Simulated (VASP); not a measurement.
A run of VASP 6.6.1:

INCAR

```
  ALGO = Fast
  EDIFF = 1E-4
  EDIFFG = -0.08
  ENCUT = 520
  GGA = PE
  IBRION = 2
  ISIF = 3
  ISMEAR = 0
  LASPH = T
  LCHARG = F
  LREAL = F
  LWAVE = F
  NELM = 60
  NSW = 24
  PREC = Normal
  SIGMA = 0.15
```

KPOINTS

```
k-points
0
Gamma
  7 7 7
```

File POSCAR:

```
TiSi
1.0
    0.0000000000      2.5314053400      2.5314053400
    2.5314053400      0.0000000000      2.5314053400
    2.5314053400      2.5314053400      0.0000000000
Ti Si
1 1
Direct
    0.5000000000      0.5000000000      0.5000000000
    0.0000000000      0.0000000000      0.0000000000
```

Potentials or basis: VASP PAW PBE potentials, release 64 (Ti_sv, Si).

Launch:

```bash
$ cat potpaw_PBE.64/Ti_sv/POTCAR potpaw_PBE.64/Si/POTCAR > POTCAR
$ mpirun -np 1 vasp_std > vasp.out
```

Hardware: 1 thread of Intel(R) Xeon(R) 6975P-C (Granite Rapids), on a shared host.

Q: Estimate the wall time of this run.

A: Run time: 7.3 s on 1 thread of Intel(R) Xeon(R) 6975P-C (Granite Rapids), on a shared host, peak memory 0.12 GiB. Counts: scf iterations 35, k points 20, ion steps 3.
